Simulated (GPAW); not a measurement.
Runs of GPAW 26.7.0 on Nb. Symmetry: Im-3m, No. 229, cubic system. The conventional cell has a = 3.328 Å, b = 3.328 Å, c = 3.328 Å, α = 90.00°, β = 90.00°, γ = 90.00°. Nb (site symmetry m-3m) is surrounded by 8 Nb at 2.88 Å. 

```tsv
task	level	potentials or basis	cell	optimizer	fmax	max steps	convergence	eigensolver	gap on the mesh (eV)	pressure (GPa)	relaxed volume (Å³/atom)
relaxation of cell and atoms	revPBE	the program's PAW data sets (release 1.2.1) made for this functional, pw	relaxed	FIRE	0.02 eV/Å	100	density=1e-05 forces=0.0001	-	none	0.1	(c)
relaxation of cell and atoms	BLYP+D4	PAW data sets generated in the run's folder for this functional, pw	relaxed	FIRE	0.02 eV/Å	60	density=1e-05 forces=0.0001	davidson	none	-0.1	18.18
band structure	LDA	the program's PAW data sets (release 1.2.1) made for this functional, pw	as given	-	-	-	-	-	-	(b)	-
band structure	r2SCAN	GPAW PAW data sets (gpaw-data 1.2.1), pw	as given	-	-	-	-	-	-	-3.3	-
relaxation of cell and atoms	BLYP	PAW data sets generated in the run's folder for this functional, pw	relaxed	FIRE	0.05 eV/Å	100	density=1e-05 forces=0.0001	davidson	none	-0.3	18.82
relaxation of cell and atoms	LDA	the program's PAW data sets (release 1.2.1) made for this functional, pw	relaxed	BFGS	0.02 eV/Å	100	density=1e-05 forces=0.0001	-	none	0.1	17.08
band structure	RPBE	the program's PAW data sets (release 1.2.1) made for this functional, pw	as given	-	-	-	-	-	-	(a)	-
band structure	BLYP	PAW data sets generated in the run's folder for this functional, pw	as given	-	-	-	-	davidson	-	3.1	-
```

Alike in all rows: no spin polarisation; k mesh 11 × 11 × 11; cutoff (eV) 600; smearing fermi-dirac 0.05 eV.

Q: Estimate the missing entries.

A: (a) 0.3; (b) -12.4; (c) 18.35.

Caveats: later steps reuse the first step's grids (some runs); pairwise dispersion overbinds metals, which lowers pressure and volume (some runs); the PAW data sets were made with another functional, which shifts forces and pressure a little (some runs).

A k mesh can miss the band edges, and the runs leave out spin-orbit coupling on Nb.

A gap of «none» marks a metal or a gap under the smearing width.
